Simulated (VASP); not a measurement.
# N2 in VASP: notebook, part 2 of 2

VASP 6.6.1. Earlier steps stand in the parts before.

**3. Relaxation of the atoms, PBE+D3(BJ)**

INCAR

```
SYSTEM = N
ALGO = Normal ; EDIFF = 1E-7
EDIFFG = -0.005 ; ENCUT = 520
GGA = PE ; IBRION = 2
ISIF = 2 ; ISMEAR = 0
ISYM = 0 ; IVDW = 12
LASPH = .TRUE. ; LCHARG = .FALSE.
LREAL = .FALSE. ; LWAVE = .FALSE.
NELM = 100 ; NSW = 90
PREC = Accurate ; SIGMA = 0.02
```

KPOINTS

```
k-points
0
G
  1 1 1
  0 0 0
```

POSCAR

```
N
1.0
   10.0000000000      0.0000000000      0.0000000000
    0.0000000000     10.5000000000      0.0000000000
    0.0000000000      0.0000000000     11.0000000000
N
2
Direct
    0.5000000000      0.5000000000      0.4500000000
    0.5000000000      0.5000000000      0.5500000000
```

Potentials or basis: VASP PAW PBE potentials, release 64 (N).

Started as:

```
> cat potpaw_PBE.64/N/POTCAR > POTCAR
> mpirun -np 1 vasp_std > vasp.out
```

OUTCAR:

```text
SYSTEM = N
   EDIFF = 1E-7
   EDIFFG = -0.005
   ENCUT = 520
   GGA = PE
   IBRION = 2
   ISIF = 2
   ISMEAR = 0
   ISYM = 0
   IVDW = 12
   LASPH = .TRUE.
   LREAL = .FALSE.
   NELM = 100
   NSW = 90
   PREC = Accurate
 IVDW          = 12

 ion  position               nearest neighbor table
   1  0.500  0.500  0.450-   2 1.10
   2  0.500  0.500  0.550-   1 1.10

IMPORTANT INFORMATION: All symmetrisations will be switched off!
NOSYMM: (Re-)initialisation of all symmetry stuff for point group C_1.

----------------------------------------------------------------------------------------

                                     Primitive cell

  volume of cell :    1155.0000

  direct lattice vectors                    reciprocal lattice vectors
    10.000000000  0.000000000  0.000000000     0.100000000  0.000000000  0.000000000
     0.000000000 10.500000000  0.000000000     0.000000000  0.095238095  0.000000000
     0.000000000  0.000000000 11.000000000     0.000000000  0.000000000  0.090909091

  length of vectors
    10.000000000 10.500000000 11.000000000     0.100000000  0.095238095  0.090909091

  position of ions in fractional coordinates (direct lattice)
     0.500000000  0.500000000  0.450000000
     0.500000000  0.500000000  0.550000000

  ion indices of the primitive-cell ions
   primitive index   ion index
                 1           1
                 2           2

----------------------------------------------------------------------------------------

 KPOINTS: k-points

Automatic generation of k-mesh.
 Grid dimensions read from file:
 generate k-points for:    1    1    1

 Generating k-lattice:

  Cartesian coordinates                     Fractional coordinates (reciprocal lattice)
     0.100000000  0.000000000  0.000000000     1.000000000  0.000000000  0.000000000
     0.000000000  0.095238095  0.000000000     0.000000000  1.000000000  0.000000000
     0.000000000  0.000000000  0.090909091     0.000000000  0.000000000  1.000000000

[... 45 lines left out ...]
   EMIN   =  10.00;   EMAX   =-10.00  energy-range for DOS
   EFERMI =   0.00;   METHOD = LEGACY
   ISMEAR =     0;   SIGMA  =   0.02  broadening in eV -4-tet -1-fermi 0-gaus
   EFERMI_NEDOS =   21; number of points for ismear=-14 and -15
   IALGO  =     38    algorithm
   IMIX   =      4    mixing-type and parameters
     AMIX     =   0.40;   BMIX     =  1.00
     AMIX_MAG =   1.60;   BMIX_MAG =  1.00
  volume/ion in A,a.u.               =     577.50      3897.16
  Fermi-wavevector in a.u.,A,eV,Ry     =   0.336161  0.635252  1.537517  0.113004
  Thomas-Fermi vector in A             =   1.236311
   LORBIT       =      0    0 simple, 1 ext, 2 COOP (PROOUT), +10 PAW based schemes
   GGA     = PE    functional components
   LHFCALC =     F    Hartree Fock is set to
   AEXX    =    0.0000 exact exchange contribution
   IVDW    =    12    specifies the selected vdW correction
   LEPSILON=     F    determine dielectric tensor
   LRPA    =     F    only Hartree local field effects (RPA)
 conjugate gradient relaxation of ions
 non-spin polarized calculation
 Gauss-broadening in eV      SIGMA  =   0.02
  energy-cutoff  :      520.00
  volume of cell :     1155.00
 maximum number of plane-waves:     31095
 NGX is ok and might be reduce to    80
   NGX = 37   NGY = 39   NGZ = 41

--------------------------------------- Ionic step        1  -------------------------------------------

 number of electron      10.0000002 magnetization

 Free energy of the ion-electron system (eV)
  ---------------------------------------------------
  ext. energy  EPLUGINS =         0.00000000
  ---------------------------------------------------
  free energy    TOTEN  =       -16.63825893 eV

  energy without entropy =      -16.63825893  energy(sigma->0) =      -16.63825893

------------------------ aborting loop because EDIFF is reached ----------------------------------------

 Edisp (eV)   -0.01196

 E8    (eV) :    -0.0035
[... 105 lines left out ...]
  FREE ENERGIE OF THE ION-ELECTRON SYSTEM (eV)
  ---------------------------------------------------
  free  energy   TOTEN  =       -16.6636769314 eV

  energy  without entropy=      -16.6636769314  energy(sigma->0) =      -16.66367693

[... ionic steps 4 to 8 ...]

--------------------------------------- Ionic step        9  -------------------------------------------

 number of electron      10.0000003 magnetization

------------------------ aborting loop because EDIFF is reached ----------------------------------------
[... 75 lines left out ...]
--------------------------------------- Ionic step       11  -------------------------------------------

 number of electron      10.0000003 magnetization

 Free energy of the ion-electron system (eV)
  ---------------------------------------------------
  ext. energy  EPLUGINS =         0.00000000
  ---------------------------------------------------
  free energy    TOTEN  =       -16.65184465 eV

  energy without entropy =      -16.65184465  energy(sigma->0) =      -16.65184465

 E-fermi :  -9.9161     XC(G=0):  -0.5295

 val. band max:      -10.0830726757   @ k =   0.0000   0.0000   0.0000
 cond. band min:      -2.0175121079   @ k =   0.0000   0.0000   0.0000
 fundamental gap:      8.0655605678
 Fermi energy:        -9.9161229582

 k-point     1 :       0.0000    0.0000    0.0000
  band No.  band energies     occupation
      1     -28.0700      2.00000
      2     -13.4351      2.00000
      3     -11.4210      2.00000
      4     -11.4209      2.00000
      5     -10.0831      2.00000
      6      -2.0175      0.00000
      7      -2.0174      0.00000
      8      -0.1846      0.00000
      9       0.9704      0.00000
[... 31 lines left out ...]
  FREE ENERGIE OF THE ION-ELECTRON SYSTEM (eV)
  ---------------------------------------------------
  free  energy   TOTEN  =       -16.6638089287 eV

  energy  without entropy=      -16.6638089287  energy(sigma->0) =      -16.66380893

 reached required accuracy - stopping structural energy minimisation
```

Run time: 3.5 min. Hardware: 1 thread of Intel Xeon 6975P-C (Granite Rapids), shared host; peak memory 1 GiB.

Results:

| Property | Result |
| --- | --- |
| Free energy | -16.6638 eV |
| Energy gained by relaxing | 6.8 meV/atom |
| Ionic steps | 11 |
| Gap between the frontier levels | 8.07 eV |
| Dispersion energy per atom | -0.006 eV |

Forces in eV/Å, atoms in the order of the input:
```
N    0.000  0.000 -0.002
N    0.000  0.000  0.002
```

Step by step:
```csv
step,energy change (eV),largest force (eV/Å),pressure (GPa)
1,0.0000,2.0960,0.10
2,1.6826,14.0386,-0.85
3,-0.0135,0.1990,-0.02
4,-0.0136,0.0095,-0.01
5,-0.0136,0.0302,-0.01
6,-0.0136,0.0253,-0.01
7,-0.0136,0.0104,-0.01
8,-0.0136,0.0091,-0.01
9,-0.0136,0.0081,-0.01
10,-0.0136,0.0061,-0.01
11,-0.0136,0.0021,-0.01
```

Final structure:
```
N
1.0
    10.00000    0.00000    0.00000
     0.00000   10.50000    0.00000
     0.00000    0.00000   11.00000
N
2
Direct
  0.50000 0.50000 0.44940
  0.50000 0.50000 0.55060
```

Caveat: the standard files for N, O and F lose accuracy on very short bonds. As with any semilocal functional, this PBE gap is likely too small.

**4. Relaxation of the atoms, PBEsol**

INCAR

```
SYSTEM = N
ALGO = Normal ; EDIFF = 1E-7
EDIFFG = -0.005 ; ENCUT = 300
GGA = PS ; IBRION = 2
ISIF = 2 ; ISMEAR = 0
ISYM = 0 ; LASPH = .TRUE.
LCHARG = .FALSE. ; LREAL = .FALSE.
LWAVE = .FALSE. ; NELM = 100
NSW = 90 ; PREC = Accurate
SIGMA = 0.02
```

KPOINTS is that of step 3.

POSCAR is that of step 3.

Potentials or basis: VASP PAW PBE potentials, release 64 (N).

Started as:

```
> cat potpaw_PBE.64/N/POTCAR > POTCAR
> mpirun -np 1 vasp_std > vasp.out
```

OUTCAR:

```text
SYSTEM = N
   EDIFF = 1E-7
   EDIFFG = -0.005
   ENCUT = 300
   GGA = PS
   IBRION = 2
   ISIF = 2
   ISMEAR = 0
   ISYM = 0
   LASPH = .TRUE.
   LREAL = .FALSE.
   NELM = 100
   NSW = 90
   PREC = Accurate

 ion  position               nearest neighbor table
   1  0.500  0.500  0.450-   2 1.10
   2  0.500  0.500  0.550-   1 1.10

IMPORTANT INFORMATION: All symmetrisations will be switched off!
NOSYMM: (Re-)initialisation of all symmetry stuff for point group C_1.

----------------------------------------------------------------------------------------

                                     Primitive cell

  volume of cell :    1155.0000

  direct lattice vectors                    reciprocal lattice vectors
[... 222 lines left out ...]

--------------------------------------- Ionic step       13  -------------------------------------------

 number of electron       9.9999986 magnetization

------------------------ aborting loop because EDIFF is reached ----------------------------------------
[... 67 lines left out ...]
--------------------------------------- Ionic step       15  -------------------------------------------

 number of electron       9.9999986 magnetization

 Free energy of the ion-electron system (eV)
  ---------------------------------------------------
  ext. energy  EPLUGINS =         0.00000000
  ---------------------------------------------------
  free energy    TOTEN  =       -16.92035071 eV

  energy without entropy =      -16.92035071  energy(sigma->0) =      -16.92035071

 E-fermi :  -9.8004     XC(G=0):  -0.5863

 val. band max:       -9.9602705568   @ k =   0.0000   0.0000   0.0000
 cond. band min:      -2.0040394449   @ k =   0.0000   0.0000   0.0000
 fundamental gap:      7.9562311118
 Fermi energy:        -9.8003740417

 k-point     1 :       0.0000    0.0000    0.0000
  band No.  band energies     occupation
      1     -28.0727      2.00000
      2     -13.5261      2.00000
      3     -11.3727      2.00000
      4     -11.3681      2.00000
      5      -9.9603      2.00000
      6      -2.0040      0.00000
      7      -1.9993      0.00000
      8      -0.2054      0.00000
      9       0.9655      0.00000
[... 27 lines left out ...]
  FREE ENERGIE OF THE ION-ELECTRON SYSTEM (eV)
  ---------------------------------------------------
  free  energy   TOTEN  =       -16.9203507054 eV

  energy  without entropy=      -16.9203507054  energy(sigma->0) =      -16.92035071

 reached required accuracy - stopping structural energy minimisation
```

CONTCAR:

```text
N
   1.00000000000000
    10.0000000000000000    0.0000000000000000    0.0000000000000000
     0.0000000000000000   10.5000000000000000    0.0000000000000000
     0.0000000000000000    0.0000000000000000   11.0000000000000000
  N
     2
Direct
     0.5000000000148369    0.5000000000252147    0.4490766583723136
     0.4999999999851631    0.4999999999747853    0.5509233416276865

  0.00000000E+00  0.00000000E+00  0.00000000E+00
  0.00000000E+00  0.00000000E+00  0.00000000E+00
```

Wall time 1.7 min (1 thread of Intel Xeon 6975P-C (Granite Rapids), shared host); peak memory 0.48 GiB.

The run converged, but a check on its numbers failed (symmetry, net force, bounds or a known fault of this set-up), so they aren't taken as properties of the molecule.

Caveat: the cutoff lies under the usual one of these potentials, so the numbers hold a large basis-set error; the standard files for N, O and F lose accuracy on very short bonds; the PAW data sets were made with another functional, which shifts forces and pressure a little.

**5. Relaxation of the atoms, PBEsol**

Edit INCAR of step 4 so:

```diff
@@ -2,3 +2,3 @@
 ALGO = Normal ; EDIFF = 1E-7
-EDIFFG = -0.005 ; ENCUT = 300
+EDIFFG = -0.005 ; ENCUT = 520
 GGA = PS ; IBRION = 2
```

KPOINTS is that of step 4.

POSCAR is that of step 4.

Started as:

```
> cat potpaw_PBE.64/N/POTCAR > POTCAR
> mpirun -np 1 vasp_std > vasp.out
```

It took 3.9 min on 1 thread of Intel Xeon 6975P-C (Granite Rapids), shared host; peak memory 1 GiB.

It converged, with:

```
Free energy                     : -17.0614 eV
Energy gained by relaxing       : 5.3 meV/atom
Ionic steps                     : 10
Gap between the frontier levels : 8.05 eV
```

Step by step:
```csv
step,energy change (eV),largest force (eV/Å),pressure (GPa)
1,0.0000,1.8631,0.09
2,1.4167,13.6534,-0.81
3,-0.0106,0.1438,-0.02
4,-0.0107,0.0061,-0.01
5,-0.0107,0.0295,-0.01
6,-0.0107,0.0242,-0.01
7,-0.0107,0.0081,-0.01
8,-0.0107,0.0065,-0.01
9,-0.0107,0.0050,-0.01
10,-0.0107,0.0020,-0.01
```

Final structure:
```
CELL_PARAMETERS angstrom
10.00000 0.00000 0.00000
0.00000 10.50000 0.00000
0.00000 0.00000 11.00000
ATOMIC_POSITIONS crystal
N 0.50000 0.50000 0.44947
N 0.50000 0.50000 0.55053
```

Levels at points of the mesh, in eV from the valence-band top:
```tsv
k point	band 2	band 3	band 4	band 5	band 6	band 7	band 8	band 9
(0.00, 0.00, 0.00)	-3.29	-1.42	-1.42	0.00	8.05	8.05	9.88	11.04
```

Caveat: the standard files for N, O and F lose accuracy on very short bonds; the PAW data sets were made with another functional, which shifts forces and pressure a little. Expect the measured gap to be larger: semilocal functionals such as PBEsol lack the derivative discontinuity.

**6. Single point, PBEsol**

INCAR

```
  ALGO = Normal
  EDIFF = 1E-6
  ENCUT = 520
  GGA = PS
  ISIF = 2
  ISMEAR = 0
  LASPH = T
  LCHARG = T
  LELF = T
  LREAL = F
  LVHAR = T
  LWAVE = F
  NBANDS = 12
  NELM = 100
  PREC = Accurate
  SIGMA = 0.02
```

KPOINTS

```
k-points
0
Gamma
  1 1 1
```

POSCAR is that of step 5.

Potentials or basis: VASP PAW PBE potentials, release 64 (N).

Started as:

```
> cat potpaw_PBE.64/N/POTCAR > POTCAR
> mpirun -np 1 vasp_std > vasp.out
```

Run time: 60 s. Hardware: 1 thread of Intel Xeon 6975P-C (Granite Rapids), shared host; peak memory 0.83 GiB.

The run converged. Its results:

```
Free energy                     : -17.0507 eV
Largest force                   : 1.863 eV/Å
Gap between the frontier levels : 8.19 eV
```

Forces in eV/Å, atoms in the order of the input:
```
N    0.000  0.000 -1.863
N    0.000  0.000  1.863
```

Levels at points of the mesh, in eV from the valence-band top:
| k point | band 1 | band 2 | band 3 | band 4 | band 5 | band 6 | band 7 | band 8 | band 9 | band 10 |
| --- | --- | --- | --- | --- | --- | --- | --- | --- | --- | --- |
| (0.00, 0.00, 0.00) | -18.18 | -3.20 | -1.51 | -1.51 | 0.00 | 8.19 | 8.19 | 9.89 | 11.05 | 11.11 |

Caveat: the standard files for N, O and F lose accuracy on very short bonds; the PAW data sets were made with another functional, which shifts forces and pressure a little. A hybrid or GW would open this gap; PBEsol tends to underestimate it.

**7. The runs side by side**

| task | level | cell | gap on the mesh (eV) |
| --- | --- | --- | --- |
| relaxation of the atoms | PBE | atoms relaxed | 8.07 |
| relaxation of the atoms | PBE+D3(BJ) | atoms relaxed | 8.07 |
| relaxation of the atoms | PBEsol | atoms relaxed | 8.05 |
| single point | PBEsol | as given | 8.19 |

Alike in all rows: potentials or basis VASP PAW PBE potentials, release 64 (N); no spin polarisation; k mesh 1 × 1 × 1; cutoff (eV) 520; smearing gaussian 0.02 eV.

Caveats: the standard files for N, O and F lose accuracy on very short bonds; the PAW data sets were made with another functional, which shifts forces and pressure a little (some runs).

Total energies depend on the potentials used, so only differences within one code and one set of settings carry meaning.
